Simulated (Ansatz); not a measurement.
# NbC: elastic constants

Aim: the elastic tensor from the stress of slightly strained cells, and the moduli that follow. Runs: cell and atoms relaxed (PAW); reference run (PAW).

Method: DFT PBEsol, frozen-core PAW, scalar-relativistic unless said, in Ansatz 0.2.0.

2 further runs of the same task are left out: 1 for a known fault of the program, 1 that didn't finish.

### 1 The starting structure

Symmetry: Fm-3m, No. 225, cubic system. Conventional cell: a = 4.469 Å, b = 4.469 Å, c = 4.469 Å, α = 90.00°, β = 90.00°, γ = 90.00°. Nb (site symmetry m-3m) is surrounded by 6 C at 2.23 Å. C (site symmetry m-3m) is surrounded by 6 Nb at 2.23 Å.

Structure file:

```cif
data_structure
_symmetry_space_group_name_H-M 'Fm-3m'
_symmetry_Int_Tables_number 225
_cell_length_a 4.4691
_cell_length_b 4.4691
_cell_length_c 4.4691
_cell_angle_alpha 90.000
_cell_angle_beta 90.000
_cell_angle_gamma 90.000
_cell_volume 89.26
loop_
_atom_site_label
_atom_site_type_symbol
_atom_site_symmetry_multiplicity
_atom_site_Wyckoff_symbol
_atom_site_fract_x
_atom_site_fract_y
_atom_site_fract_z
_atom_site_occupancy
Nb1 Nb 4 a 0.00000 0.00000 0.00000 1
C1 C 4 b 0.50000 0.00000 0.00000 1
```

Cartesian axes are those of the input's lattice vectors. The structure goes back to a database entry.

### 2 Cell and atoms relaxed, PAW

input.yaml reads:

```yaml
crystal:
  lattice:
    - [0.0, 2.23455, 2.23455]
    - [2.23455, 0.0, 2.23455]
    - [2.23455, 2.23455, 0.0]
  atoms:
    - { symbol: Nb, position: [0.0, 0.0, 0.0] }
    - { symbol: C, position: [0.5, 0.5, 0.5] }
kpoints:
  mp_grid: { grid: [16, 16, 16] }
scf:
  occupations: { method: fermi_dirac, width: 0.08 }
hamiltonian:
  xc: pbesol
  pseudopotentials: { kind: paw }
relax:
  f_tol: 0.002
  max_steps: 80
  cell: {}
output:
  forces: true
  stress: true
```

On the command line:

```bash
$ ansatz run input.yaml --threads 1 --pin off --max-ram 2560MiB --backend cpu --events-out ev --progress --plain --runs-dir out
```

### 4 Reference run, PAW

input.yaml reads:

```yaml
crystal:
  lattice:
    - [0.0, 2.22504849924, 2.22504849924]
    - [2.22504849924, 0.0, 2.22504849924]
    - [2.22504849924, 2.22504849924, 0.0]
  atoms:
    - { symbol: Nb, position: [0.0, 0.0, 0.0] }
    - { symbol: C, position: [0.5, 0.5, 0.5] }
kpoints:
  mp_grid: { grid: [16, 16, 16] }
scf:
  occupations: { method: fermi_dirac, width: 0.08 }
hamiltonian:
  xc: pbesol
  pseudopotentials: { kind: paw }
elastic:
  mode: relaxed_ion
  stencil: four_point
  amplitude: 0.008
```

(Steps that only read results are left out.)

**Question.** What will these runs give? Wanted: C11; C12; C44; bulk, shear and Young's modulus; Debye temperature from sound speeds; universal anisotropy index.

**Answer**, as computed:

| quantity | value |
| --- | --- |
| C11 (PAW) | 718 GPa |
| C12 (PAW) | 121 GPa |
| C44 (PAW) | 179 GPa |
| bulk, shear and Young's modulus | 320, 220, 537 GPa |
| Debye temperature from sound speeds | 776 K |
| universal anisotropy index | 0.32 |

In words: All eigenvalues are positive, so the crystal is mechanically stable; by PAW K = 320 and G = 220 GPa, K/G = 1.46, on the brittle side of Pugh's rough line at 1.75, which was drawn for metals. Young's modulus runs from 452 to 683 GPa with direction. Cautions: frozen-core PAW files fitted under PBE, their cores solved anew for the functional of the run; responses of metals move with mesh and smearing.
